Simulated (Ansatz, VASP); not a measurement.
# Two plane-wave programs on EuO

File INCAR:

```
SYSTEM = EuO
ALGO     = Normal         ! electronic algorithm
EDIFF    = 1E-7           ! SCF threshold, eV
ENCUT    = 520            ! plane-wave cutoff, eV
GGA      = PE             ! functional
ISIF     = 2              ! what is computed and relaxed
ISMEAR   = -1             ! smearing method
ISPIN    = 2              ! spin polarisation
LASPH    = .True.         ! aspherical terms in the spheres
LCHARG   = .False.        ! write CHGCAR
LMAXMIX  = 6              ! l up to which the mixer works
LORBIT   = 11             ! projections on sites
LREAL    = .False.        ! projectors in reciprocal space
LWAVE    = .False.        ! write WAVECAR
MAGMOM   = 7 0            ! initial moments
NBANDS   = 22             ! bands
NELM     = 150            ! most SCF steps
PREC     = Accurate       ! precision mode
SIGMA    = 0.05           ! smearing width, eV
```

KPOINTS

```
k-points
0
Gamma
  9 9 9
  0 0 0
```

Contents of POSCAR:

```
EuO
1.0
    0.0000000000      2.5371896578      2.5371896578
    2.5371896578      0.0000000000      2.5371896578
    2.5371896578      2.5371896578      0.0000000000
Eu O
1 1
Direct
    0.0000000000      0.0000000000      0.0000000000
    0.5000000000      0.5000000000      0.5000000000
```

Contents of input.yaml:

```yaml
crystal:
  lattice:
    - [0.0, 2.5371896578, 2.5371896578]
    - [2.5371896578, 0.0, 2.5371896578]
    - [2.5371896578, 2.5371896578, 0.0]
  atoms:
    - { symbol: Eu, position: [0.0, 0.0, 0.0], spin: 7.0 }
    - { symbol: O, position: [0.5, 0.5, 0.5] }
hamiltonian:
  xc: pbe
  pseudopotentials: { kind: paw }
magnetization:
  spin_polarized: true
kpoints:
  mp_grid: { grid: [9, 9, 9] }
scf:
  occupations: { method: fermi_dirac, width: 0.05 }
output:
  forces: true
  stress: true
  eigenvalues: true
  write_density: true
  write_potential: true
  elf: true
  volumetric_format: npy
```

Change from the starting cell: volume scaled by 0.96.

Alike in both runs: task single point; functional PBE; k mesh 9 × 9 × 9; occupations fermi-dirac, width 0.05 eV; collinear spin, ferromagnetic start.

```csv
,VASP,Ansatz
version,VASP 6.6.1,Ansatz 0.2.0
potentials or method,"VASP PAW PBE potentials, release 64 (Eu, O)",Ansatz PAW
plane-wave cutoff (eV),520,420
valence electrons in the cell,23,23
```

VASP gave:

| Property | Result |
| --- | --- |
| gap on the k mesh at the Fermi level (eV) | none |
| pressure (GPa) | -1.0 |
| net moment per atom (μB) | 3.48 |
| size of the moment on the site where the two differ most (μB) | 0.10 |

Estimate Ansatz's values.

gap on the k mesh at the Fermi level (eV): none; pressure (GPa): -0.7; net moment per atom (μB): 3.48; size of the moment on the site where the two differ most (μB): 0.08.

Site moments also hang on the region over which each program counts them. A gap of «none» marks a metal or a gap that the smearing closes. With one functional, cell and mesh, what is left measures potentials, basis and numerics.

Caveats: spin-orbit coupling is left out, which moves the levels of the heavy elements; a cell with one magnetic atom can't hold antiferromagnetic order, which such compounds often take; without U or exact exchange the open f shell lies at the Fermi level, which spoils levels, moments and volumes; the pressure holds a Pulay correction of +0.4 GPa for the finite cutoff (Ansatz). The state reached can hang on the start; a lower one may exist.
